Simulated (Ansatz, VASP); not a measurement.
**NaH: VASP beside Ansatz**

Contents of INCAR:

```
SYSTEM = NaH
PREC = Accurate
ENCUT = 520
EDIFF = 1E-7
ISMEAR = -1
SIGMA = 0.05
LREAL = .False.
LASPH = .True.
NELM = 60
ALGO = Normal
ISIF = 2
LWAVE = .False.
LCHARG = .False.
GGA = CA
NBANDS = 11
```

File KPOINTS:

```
regular mesh
0
Gamma
  9 9 9
  0 0 0
```

The input POSCAR:

```
NaH
1.0
    0.0000000000      2.4070229845      2.4070229845
    2.4070229845      0.0000000000      2.4070229845
    2.4070229845      2.4070229845      0.0000000000
Na H
1 1
Direct
    0.0000000000      0.0000000000      0.0000000000
    0.5000000000      0.5000000000      0.5000000000
```

The input input.yaml:

```yaml
crystal:
  lattice:
    - [0.0, 2.4070229845, 2.4070229845]
    - [2.4070229845, 0.0, 2.4070229845]
    - [2.4070229845, 2.4070229845, 0.0]
  atoms:
    - { symbol: Na, position: [0.0, 0.0, 0.0] }
    - { symbol: H, position: [0.5, 0.5, 0.5] }
kpoints:
  mp_grid: { grid: [9, 9, 9] }
scf:
  occupations: { method: fermi_dirac, width: 0.05 }
hamiltonian:
  xc: lda
  pseudopotentials: { kind: all_electron, lapw: { basis_error: 0.001 } }
output:
  forces: true
  stress: true
  eigenvalues: true
```

Change from the starting cell: volume scaled by 0.96.

Alike in both runs: task single point; functional LDA; k mesh 9 × 9 × 9; occupations fermi-dirac, width 0.05 eV; no spin polarisation.

|  | VASP | Ansatz |
| --- | --- | --- |
| version | VASP 6.6.1 | Ansatz 0.2.0 |
| potentials or method | VASP PAW LDA potentials, release 64 (Na_pv, H) | all-electron LAPW, scalar-relativistic |
| plane-wave cutoff (eV) | 520 | see its input |

```csv
,VASP,Ansatz,Ansatz less VASP
gap on the k mesh at the Fermi level (eV),3.74,3.74,+0.002
least direct gap on the mesh (eV),4.50,4.50,+0.004
pressure (GPa),-1.9,-1.9,+0.04
```

Ansatz ran all-electron here, so the differences hold the error of VASP's frozen core and of both bases.

Caveats: an odd mesh through Γ misses points on the zone boundary, where band edges often lie.
